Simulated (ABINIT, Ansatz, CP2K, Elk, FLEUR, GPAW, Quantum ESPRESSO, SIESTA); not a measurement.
**Li₃N (P6/mmm, 4 atoms in the cell) computed with different codes at matched settings**

Self-consistent single point, at a second geometry (lattice scaled by 0.98). First geometry:

```
Li3N
1.0
    3.57255     0.00000     0.00000
   -1.78628     3.09392     0.00000
    0.00000     0.00000     3.81494
Li N
3 1
Direct
  0.00000   0.00000   0.50000
  0.33333   0.66667   0.00000
  0.66667   0.33333   0.00000
  0.00000   0.00000   0.00000
```

Shared settings, as Ansatz (a program for electronic structure) writes them: kpoints.mp_grid.grid = 6 6 5; scf.occupations.method = fixed. Potentials and cutoffs stand in the table.

| code | model | ΔF from the first geometry (meV/atom) | pressure (GPa) | gap on the mesh (eV) | cutoff |
|---|---|---|---|---|---|
| SIESTA | GGA PBE, numerical atomic orbitals TZP, PseudoDojo PBE standard norm-conserving potentials (rewritten from UPF to PSML) | 20.4 | 7.64 | 1.403 | grid 400 Ry |
| ABINIT | PBE, PAW (JTH v2.0 PBE PAW) | 19.8 | 7.06 | 1.365 | 26 Ha |
| Ansatz | PBE, default PAW files | 18.5 | 6.80 | 1.368 | 30.9 Ry |
| CP2K | PBE, GPW, DZVP-MOLOPT-SR-GTH basis, GTH-PBE potentials (GTH_POTENTIALS) | 23.5 | 8.40 | 1.440 | grid 400 Ry |
| Quantum ESPRESSO | PBE, SSSP 1.1.2 efficiency (PBE) pseudopotentials | 18.5 | 7.01 | 1.369 | 45 Ry |
| FLEUR | PBE, all-electron FLAPW (FLEUR), scalar-relativistic valence | 14.8 | – | 1.378 | Kmax 3.6 1/bohr |
| GPAW | PBE, GPAW PAW datasets PBE (gpaw-data 1.0.1) | 26.8 | – | 1.341 | 900 eV |
| Elk | PBE, all-electron FP-LAPW, Elk's shipped species files, LAPW+lo basis | 20.4 | – | 1.441 | rgkmax 8 |

A dash marks a value that a program does not give, or that is left out as unsure.

Gaps are read on the mesh.

The spread over the programs that give each value: ΔF from the first geometry within 12.0 meV/atom; pressure within 1.60 GPa; gap on the mesh within 0.100 eV.

SIESTA and CP2K use small atom-centred bases, whose incompleteness enters pressures, forces and empty levels differently from a plane-wave cutoff. FLEUR and Elk treat all electrons, but the usual bases taken here (sphere radii, linearisation, local orbitals, empty states) were not tested for convergence, so the values are no reference for the others. Ansatz's pressure is given at a fixed set of plane waves, as the other plane-wave codes print theirs; with its correction for the finite basis it is 7.02 GPa (the shift of 0.22 GPa shows how far the cutoff is from converged). The pressure of GPAW is left out: its cutoff lies under the one at which its stress was checked. In the pressure, CP2K (by 1.39) lies more than 1 GPa from the median of the plane-wave programs.

The starting cell comes from a database of computed structures (which also holds hypothetical and non-ambient phases and stackings), without a prior relaxation at this level. Its lattice was rescaled by a random factor within 2.5 % of one. For this run, on top of that: lattice scaled by 0.98.

Keys are those of Ansatz 0.2.
